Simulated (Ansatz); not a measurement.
CsPbI₃ (cubic perovskite)

```
CsPbI3
1.0
    6.39047     0.00000     0.00000
    0.00000     6.39047     0.00000
    0.00000     0.00000     6.39047
Cs Pb I
1 1 3
Direct
  0.00000   0.00000   0.00000
  0.50000   0.50000   0.50000
  0.00000   0.50000   0.50000
  0.50000   0.50000   0.00000
  0.50000   0.00000   0.50000
```

In this cell atom 4 (I, nearest neighbour Pb at 3.195 Å; its periodic images, 6.4 Å or more away, move with it) is moved by s along Cartesian [111], unit vector (0.577, 0.577, 0.577); all other atoms and the cell stay fixed.

The numbers are results of PBE (plane waves to 420 eV, PAW, scalar-relativistic; Ansatz, a first-principles code), not measurements. k mesh 4×4×4 (Γ-centred), Fermi-Dirac smearing 0.05 eV. Energies are smeared free energies. F∥ is the force on the atom along that direction. On this mesh the relaxed cell isn't quite at rest: it carries a pressure of 0.1 GPa (compression positive) at the zero of the scan. CsPbI3 was relaxed with its symmetry unable to fall. Spin-orbit coupling is left out, though I and Pb are heavy. This is a high-temperature form of CsPbI3. The zero of ΔE is the undisplaced structure.

**Question.** Predict the ΔE (meV/cell) and F∥ (eV/Å) at s (Å) = -0.320, -0.256, -0.192, -0.064, 0.064, 0.128, 0.192, 0.256.

**Answer.** 
```
s (Å)   ΔE (meV/cell)  F∥ (eV/Å)
------  -------------  ---------
-0.320           31.2      0.225
-0.256           18.8      0.164
-0.192           10.0      0.112
-0.064            1.0      0.033
0.064             1.0     -0.033
0.128             4.3     -0.069
0.192            10.0     -0.112
0.256            18.8     -0.164
```

(For displaced atoms, the force is minus the slope of the energy, and its curvature is a force constant, which sets phonon frequencies.)
